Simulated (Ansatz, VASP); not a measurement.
**AlN: VASP beside Ansatz**

```xyz
4
Lattice="3.3121 0.0000 0.0000 -1.6561 2.8684 0.0000 0.0000 0.0000 4.1876" Properties=species:S:1:pos:R:3 pbc="T T T"
Al    0.0000    1.9123    3.1407
Al    1.6561    0.9561    1.0469
N     0.0000    1.9123    1.0469
N     1.6561    0.9561    3.1407
```

Measurements of this composition are mostly on another form, of space group No. 186.

Alike in both runs: task single point; functional r2SCAN; k mesh 6 × 6 × 4; occupations gaussian, width 0.1 eV; no spin polarisation.

```csv
,VASP,Ansatz
version,VASP 6.6.1,Ansatz 0.2.0
potentials or method,"VASP PAW PBE potentials, release 64 (Al, N)","scalar-relativistic, plane waves, PAW"
plane-wave cutoff (eV),520,500
valence electrons in the cell,16,16
```

```csv
,VASP,Ansatz,Ansatz less VASP
gap on the k mesh at the Fermi level (eV),3.86,3.82,-0.036
least direct gap on the mesh (eV),3.86,3.82,-0.036
pressure (GPa),-5.6,-5.2,+0.46
largest component of the traceless stress (GPa),0.35,0.23,-0.118
```

Caveats: the PAW data sets were made with another functional, which shifts forces and pressure a little (VASP). r2SCAN opens gaps a little over a GGA but as a rule still falls short of measured ones.
